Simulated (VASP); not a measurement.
# PtS2 (P-3m1) in VASP: settings compared

The runs below take PtS2 through relaxation of cell and atoms, with RPBE+D3(BJ), RPBE+D4, revPBE+D3, revPBE+D3(BJ), revPBE+D4.

Program: VASP 6.6.1. These are calculated values, not measurements. Logs are shortened: lines on timing, memory, paths and dates and some standing lists are left out, and cuts for length are marked.

## (1) Starting point

The structure is trigonal, space group P-3m1 (No. 164). The conventional cell has a = 3.543 Å, b = 3.543 Å, c = 5.039 Å, α = 90.00°, β = 90.00°, γ = 120.00°. Around Pt (site symmetry -3m) lie 6 S at 2.34 Å. S (site symmetry 3m) has 3 Pt at 2.34 Å as nearest neighbours.

## (2) Relaxation of cell and atoms, RPBE+D3(BJ)

Input file INCAR:

```
SYSTEM = PtS2
  ALGO = Normal
  EDIFF = 1E-6
  EDIFFG = -0.01
  ENCUT = 600
  GGA = RP
  IBRION = 2
  ISIF = 3
  ISMEAR = -1
  IVDW = 12
  LASPH = .True.
  LCHARG = .False.
  LREAL = .False.
  LWAVE = .False.
  NELM = 60
  NSW = 60
  PREC = Accurate
  SIGMA = 0.05
```

Input file KPOINTS:

```
k-points
0
Gamma
  9 9 5
  0 0 0
```

Input file POSCAR:

```
PtS2
1.0
    3.5432000000      0.0000000000      0.0000000000
   -1.7716000000      3.0685012107      0.0000000000
    0.0000000000      0.0000000000      5.0388000000
Pt S
1 2
Direct
    0.0000000000      0.0000000000      0.0000000000
    0.6666666667      0.3333333333      0.7730000000
    0.3333333333      0.6666666667      0.2270000000
```

Potentials or basis: VASP PAW PBE potentials, release 64 (Pt, S).

Started as:

```sh
> cat potpaw_PBE.64/Pt/POTCAR potpaw_PBE.64/S/POTCAR > POTCAR
> mpirun -np 1 vasp_std > vasp.out
```

OUTCAR:

```text
SYSTEM = PtS2
   EDIFF = 1E-6
   EDIFFG = -0.01
   ENCUT = 600
   GGA = RP
   IBRION = 2
   ISIF = 3
   ISMEAR = -1
   IVDW = 12
   LASPH = .True.
   LREAL = .False.
   NELM = 60
   NSW = 60
   PREC = Accurate
 IVDW          = 12

 ion  position               nearest neighbor table
   1  0.000  0.000  0.000-   2 2.34   3 2.34   2 2.34   3 2.34   2 2.34   3 2.34
   2  0.667  0.333  0.773-   1 2.34   1 2.34   1 2.34
   3  0.333  0.667  0.227-   1 2.34   1 2.34   1 2.34

  LATTYP: Found a hexagonal cell.
 ALAT       =     3.5432000000
 C/A-ratio  =     1.4221043125

  Lattice vectors:

 A1 = (   3.5432000000,   0.0000000000,   0.0000000000)
 A2 = (  -1.7716000000,   3.0685012107,   0.0000000000)
 A3 = (   0.0000000000,   0.0000000000,   5.0388000000)

Analysis of symmetry for initial positions (statically):
=====================================================================
 Subroutine PRICEL returns:
 Original cell was already a primitive cell.

 Routine SETGRP: Setting up the symmetry group for a
 hexagonal supercell.

 Subroutine GETGRP returns: Found 12 space group operations
 (whereof 12 operations were pure point group operations)
 out of a pool of 24 trial point group operations.

The static configuration has the point symmetry D_3d.

Analysis of symmetry for dynamics (positions and initial velocities):
=====================================================================
 Subroutine PRICEL returns:
 Original cell was already a primitive cell.

 Routine SETGRP: Setting up the symmetry group for a
 hexagonal supercell.

 Subroutine GETGRP returns: Found 12 space group operations
 (whereof 12 operations were pure point group operations)
 out of a pool of 24 trial point group operations.

The dynamic configuration has the point symmetry D_3d.

 Subroutine INISYM returns: Found 12 space group operations
 (whereof 12 operations are pure point group operations),
 and found     1 'primitive' translations

----------------------------------------------------------------------------------------

                                     Primitive cell

  volume of cell :      54.7834

  direct lattice vectors                    reciprocal lattice vectors
     3.543200000  0.000000000  0.000000000     0.282230752  0.162946001  0.000000000
    -1.771600000  3.068501211  0.000000000     0.000000000  0.325892001  0.000000000
     0.000000000  0.000000000  5.038800000     0.000000000  0.000000000  0.198459951

  length of vectors
     3.543200000  3.543200000  5.038800000     0.325892001  0.325892001  0.198459951

  position of ions in fractional coordinates (direct lattice)
     0.000000000  0.000000000  0.000000000
     0.666666667  0.333333333  0.773000000
     0.333333333  0.666666667  0.227000000

  ion indices of the primitive-cell ions
   primitive index   ion index
                 1           1
                 2           2
                 3           3

----------------------------------------------------------------------------------------

 KPOINTS: k-points

Automatic generation of k-mesh.
 Grid dimensions read from file:
 generate k-points for:    9    9    5

 Generating k-lattice:

  Cartesian coordinates                     Fractional coordinates (reciprocal lattice)
     0.031358972  0.018105111  0.000000000     0.111111111  0.000000000  0.000000000
     0.000000000  0.036210222  0.000000000     0.000000000  0.111111111  0.000000000
     0.000000000  0.000000000  0.039691990     0.000000000  0.000000000  0.200000000

  Length of vectors
     0.036210222  0.036210222  0.039691990

  Shift w.r.t. Gamma in fractional coordinates (k-lattice)
     0.000000000  0.000000000  0.000000000

 Subroutine IBZKPT returns following result:
 ===========================================

 Found     50 irreducible k-points:

 Following reciprocal coordinates:
            Coordinates               Weight
  0.000000  0.000000  0.000000      1.000000
  0.111111 -0.000000  0.000000      6.000000
  0.222222  0.000000  0.000000      6.000000
  0.333333  0.000000  0.000000      6.000000
  0.444444  0.000000  0.000000      6.000000
  0.111111  0.111111  0.000000      6.000000
[... 16 lines left out ...]
  0.222222  0.111111  0.200000     12.000000
 -0.111111  0.333333  0.200000     12.000000
 [... further k-points ...]
   k-points           NKPTS =     50   k-points in BZ     NKDIM =     50   number of bands    NBANDS=     15
   number of dos      NEDOS =    301   number of ions     NIONS =      3
   total plane-waves  NPLWV =  31360
   dimension x,y,z NGX =    28 NGY =   28 NGZ =   40
   dimension x,y,z NGXF=    56 NGYF=   56 NGZF=   80
   ions per type =               1   2
   NGX,Y,Z   is equivalent  to a cutoff of  13.14, 13.14, 13.20 a.u.
   NGXF,Y,Z  is equivalent  to a cutoff of  26.28, 26.28, 26.39 a.u.
 SYSTEM =  PtS2
   PREC   = accura    normal or accurate (medium, high low for compatibility)
   ISTART =      0    job   : 0-new  1-cont  2-samecut
   ICHARG =      2    charge: 1-file 2-atom 10-const
   ISPIN  =      1    spin polarized calculation?
   LNONCOLLINEAR =      F non collinear calculations
   LSORBIT =      F    spin-orbit coupling
   LASPH  =      T    aspherical Exc in radial PAW
   ENCUT  =  600.0 eV  44.10 Ry    6.64 a.u.   7.08  7.08 10.06*2*pi/ulx,y,z
   NELM   =     60;   NELMIN=  2; NELMDL= -5     # of ELM steps
   EDIFF  = 0.1E-05   stopping-criterion for ELM
   LREAL  =      F    real-space projection
   EDIFFG = -.1E-01   stopping-criterion for IOM
   NSW    =     60    number of steps for IOM
   IBRION =      2    ionic relax: 0-MD 1-quasi-New 2-CG
   NFREE  =      1    steps in history (QN), initial steepest desc. (CG)
   ISIF   =      3    stress and relaxation
   ISYM   =      2    0-nonsym 1-usesym 2-fastsym
   POTIM  = 0.5000    time-step for ionic-motion
   TEBEG  =    0.0;   TEEND  =   0.0 temperature during run
   PSTRESS=    0.0 pullay stress
   NELECT =      22.0000    total number of electrons
   NUPDOWN=      -1.0000    fix difference up-down
   EMIN   =  10.00;   EMAX   =-10.00  energy-range for DOS
   EFERMI =   0.00;   METHOD = LEGACY
   ISMEAR =    -1;   SIGMA  =   0.05  broadening in eV -4-tet -1-fermi 0-gaus
   EFERMI_NEDOS =   21; number of points for ismear=-14 and -15
   IALGO  =     38    algorithm
   IMIX   =      4    mixing-type and parameters
     AMIX     =   0.40;   BMIX     =  1.00
     AMIX_MAG =   1.60;   BMIX_MAG =  1.00
  volume/ion in A,a.u.               =      18.26       123.23
  Fermi-wavevector in a.u.,A,eV,Ry     =   1.207812  2.282434 19.848315  1.458810
  Thomas-Fermi vector in A             =   2.343439
   LORBIT       =      0    0 simple, 1 ext, 2 COOP (PROOUT), +10 PAW based schemes
   GGA     = RP    functional components
   LHFCALC =     F    Hartree Fock is set to
   AEXX    =    0.0000 exact exchange contribution
   IVDW    =    12    specifies the selected vdW correction
   LEPSILON=     F    determine dielectric tensor
   LRPA    =     F    only Hartree local field effects (RPA)
 conjugate gradient relaxation of ions
 non-spin polarized calculation
  energy-cutoff  :      600.00
  volume of cell :       54.78
 maximum number of plane-waves:      1863
   NGX = 15   NGY = 15   NGZ = 21

--------------------------------------- Ionic step        1  -------------------------------------------

 number of electron      22.0000001 magnetization

 Free energy of the ion-electron system (eV)
  ---------------------------------------------------
  ext. energy  EPLUGINS =         0.00000000
  ---------------------------------------------------
  free energy    TOTEN  =       -13.90465814 eV

  energy without entropy =      -13.90465578  energy(sigma->0) =      -13.90465696

------------------------ aborting loop because EDIFF is reached ----------------------------------------

 Edisp (eV)   -5.32449

 E8    (eV) :    -3.1914

  FORCE on cell =-STRESS in cart. coord.  units (eV):
  Direction    XX          YY          ZZ          XY          YZ          ZX
  --------------------------------------------------------------------------------------
  -------------------------------------------------------------------------------------
  Total      -1.61798    -1.61798    -0.39091     0.00000     0.00000     0.00000
  in kB     -47.31892   -47.31892   -11.43244     0.00000     0.00000     0.00000
  external pressure =      -35.36 kB  Pullay stress =        0.00 kB
[... 100 lines left out ...]
  FREE ENERGIE OF THE ION-ELECTRON SYSTEM (eV)
  ---------------------------------------------------
  free  energy   TOTEN  =       -19.3288230161 eV

  energy  without entropy=      -19.3288210363  energy(sigma->0) =      -19.32882203

 E-fermi :   9.8704     XC(G=0): -11.6190

 val. band max:        9.7514822915   @ k =   0.0000   0.1111   0.2000
 cond. band min:      10.0051409423   @ k =   0.0000   0.3333   0.4000
 fundamental gap:      0.2536586508
 Fermi energy:         9.8704128561

 k-point     1 :       0.0000    0.0000    0.0000
  band No.  band energies     occupation
      1      -7.0526      2.00000
      2      -2.9233      2.00000
      3       1.1474      2.00000
      4       2.4062      2.00000
      5       2.4062      2.00000
      6       5.2490      2.00000
      7       5.2490      2.00000
      8       6.8513      2.00000
      9       8.2853      2.00000
     10       8.2853      2.00000
     11      10.1409      0.00891
     12      10.5664      0.00000
     13      10.5664      0.00000
     14      13.1480      0.00000
     15      15.6675      0.00000
[... 397 lines left out ...]
 k-point    24 :      -0.1111    0.3333    0.2000
  band No.  band energies     occupation
      1      -5.7758      2.00000
      2      -3.7774      2.00000
      3       1.8171      2.00000
      4       2.6171      2.00000
      5       3.1353      2.00000
      6       3.9988      2.00000
      7       4.8484      2.00000
      8       5.9092      2.00000
      9       6.9567      2.00000
     10       7.6502      2.00000
     11       9.0546      2.00000
     12      10.3916      0.00006
     13      11.0982      0.00000
     14      14.8893      0.00000
     15      16.0660      0.00000

 [... further k-points ...]

[... ionic steps 4 to 13 ...]

--------------------------------------- Ionic step       14  -------------------------------------------

 number of electron      22.0000000 magnetization

------------------------ aborting loop because EDIFF is reached ----------------------------------------

 Edisp (eV)   -6.98265

 E8    (eV) :    -4.1623
[... 71 lines left out ...]
  energy  without entropy=      -19.9004964692  energy(sigma->0) =      -19.90227728

--------------------------------------- Ionic step       16  -------------------------------------------

 number of electron      22.0000000 magnetization

 Free energy of the ion-electron system (eV)
  ---------------------------------------------------
  ext. energy  EPLUGINS =         0.00000000
  ---------------------------------------------------
  free energy    TOTEN  =       -12.93707384 eV

  energy without entropy =      -12.93360961  energy(sigma->0) =      -12.93534172

 E-fermi :  10.9313     XC(G=0): -12.1723

 val. band max:       10.8574661560   @ k =   0.0000   0.2222   0.2000
 cond. band min:      10.9871535125   @ k =   0.0000   0.1111   0.2000
 fundamental gap:      0.1296873565
 Fermi energy:        10.9312716977

 k-point     1 :       0.0000    0.0000    0.0000
  band No.  band energies     occupation
      1      -6.5557      2.00000
      2      -0.9054      2.00000
      3       2.3099      2.00000
      4       3.2663      2.00000
      5       3.2663      2.00000
      6       6.5596      2.00000
      7       6.5596      2.00000
      8       8.4789      2.00000
      9       9.4618      2.00000
     10       9.4618      2.00000
     11      11.2309      0.00498
     12      11.2309      0.00498
     13      11.5303      0.00001
     14      14.0429      0.00000
     15      17.3023      0.00000
[... 397 lines left out ...]
 k-point    24 :      -0.1111    0.3333    0.2000
  band No.  band energies     occupation
      1      -5.1862      2.00000
      2      -2.3625      2.00000
      3       2.6701      2.00000
      4       3.5548      2.00000
      5       3.8311      2.00000
      6       5.6376      2.00000
      7       6.3182      2.00000
      8       7.2526      2.00000
      9       7.9214      2.00000
     10       9.0989      2.00000
     11      10.2456      2.00000
     12      12.1751      0.00000
     13      12.2707      0.00000
     14      16.3422      0.00000
     15      17.2390      0.00000

 [... further k-points ...]

------------------------ aborting loop because EDIFF is reached ----------------------------------------

 Edisp (eV)   -6.96704

 E8    (eV) :    -4.1527

  FORCE on cell =-STRESS in cart. coord.  units (eV):
  Direction    XX          YY          ZZ          XY          YZ          ZX
  --------------------------------------------------------------------------------------
  -------------------------------------------------------------------------------------
  Total       0.02045     0.02045    -0.00890     0.00000    -0.00000     0.00000
  in kB       0.77449     0.77449    -0.33698     0.00000    -0.00000     0.00000
  external pressure =        0.40 kB  Pullay stress =        0.00 kB
[... 18 lines left out ...]
  FREE ENERGIE OF THE ION-ELECTRON SYSTEM (eV)
  ---------------------------------------------------
  free  energy   TOTEN  =       -19.9041125042 eV

  energy  without entropy=      -19.9006482745  energy(sigma->0) =      -19.90238039

 reached required accuracy - stopping structural energy minimisation
```

It took 6.3 min on 1 thread of Intel Xeon Platinum 8259CL at 2.50GHz (Skylake/Cascade Lake), shared host; peak memory 0.23 GiB.

What came out:

- Free energy: -19.9041 eV
- Relaxed volume: 14.10 Å³/atom
- Relaxed cell: a = 3.477 Å, b = 3.477 Å, c = 4.041 Å, α = 90.00°, β = 90.00°, γ = 120.00°
- Space group after relaxing (to 0.05 Å): P-3m1 (No. 164)
- Energy gained by relaxing: 225.0 meV/atom
- Ionic steps: 16
- Pressure after relaxing: 0.0 GPa
- Band gap on the k mesh: none (metal or under the smearing width)
- Dispersion energy per atom: -2.322 eV

The path:
```
step  energy change (eV)  largest force (eV/Å)  pressure (GPa)  volume (Å³)
   1              0.0000                0.8338           -3.54        54.78
   2             -0.0954                1.2353            2.91        51.64
   3             -0.0997                1.3693            5.21        50.73
   4             -0.1458                1.1093            3.96        50.36
   5             -0.2220                0.3481            0.38        49.27
   6             -0.2268                0.1126           -0.73        48.92
   7             -0.2525                0.1054           -1.16        48.66
   8             -0.3328                0.0937           -2.43        47.87
   9             -0.4991                0.0338           -4.52        46.17
  10             -0.6316                0.7144           -4.42        42.36
  11             -0.6414                0.1450           -5.18        44.09
  12             -0.6549                0.2891           -5.18        43.56
  13             -0.6631                0.0613            3.81        41.27
  14             -0.6745                0.0853           -0.29        42.24
  15             -0.6749                0.0343           -0.09        42.28
  16             -0.6750                0.0011            0.04        42.31
```

Final structure:
```xyz
3
Lattice="3.4768 0.0000 0.0000 -1.7384 3.0110 0.0000 0.0000 0.0000 4.0415" Properties=species:S:1:pos:R:3 pbc="T T T"
Pt    3.4768    0.0000    0.0000
S     1.7384    1.0037    2.8480
S     0.0000    2.0073    1.1935
```

Caveat: the volume moved by over 15 % at a fixed basis, so the end points are rough; the PAW data sets were made with another functional, which shifts forces and pressure a little; the volume moved by -23 % from the deposited cell, more than functionals usually miss; pairwise dispersion overbinds metals, which lowers pressure and volume. The run has no spin-orbit coupling, so splittings on Pt are missing.

(Continued in part 2 of 3.)
